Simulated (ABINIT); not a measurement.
ScAl3:

```
CELL_PARAMETERS angstrom
4.08781 0.00000 0.00000
0.00000 4.08781 0.00000
0.00000 0.00000 4.08781
ATOMIC_POSITIONS crystal
Sc 0.00000 0.00000 0.00000
Al 0.50000 0.50000 0.00000
Al 0.00000 0.50000 0.50000
Al 0.50000 0.00000 0.50000
```

The cell is a database's computed one.

Base run:

| Item | Value |
| --- | --- |
| Program | ABINIT 10.8.3 (patched build) |
| Functional | SOGGA |
| Potentials or basis | JTH PAW PBE v2.0 |
| Cutoff | 408 eV |
| k mesh | 7 × 7 × 7 |
| Occupations | fermi-dirac, width 0.05 eV |
| Spin | no spin polarisation |

Its results: band gap on the k mesh none (metal or under the smearing width); pressure -1.5 GPa.

Question: The run is repeated on the same cell with these changes: functional from SOGGA to BLYP. What comes out?

Answer: Band gap on the k mesh none (metal or under the smearing width); pressure 3.8 GPa.

BLYP binds less tightly than SOGGA, so the same cell stands under more pressure.

Caveats: the PAW data sets were made with another functional, which shifts forces and pressure a little.
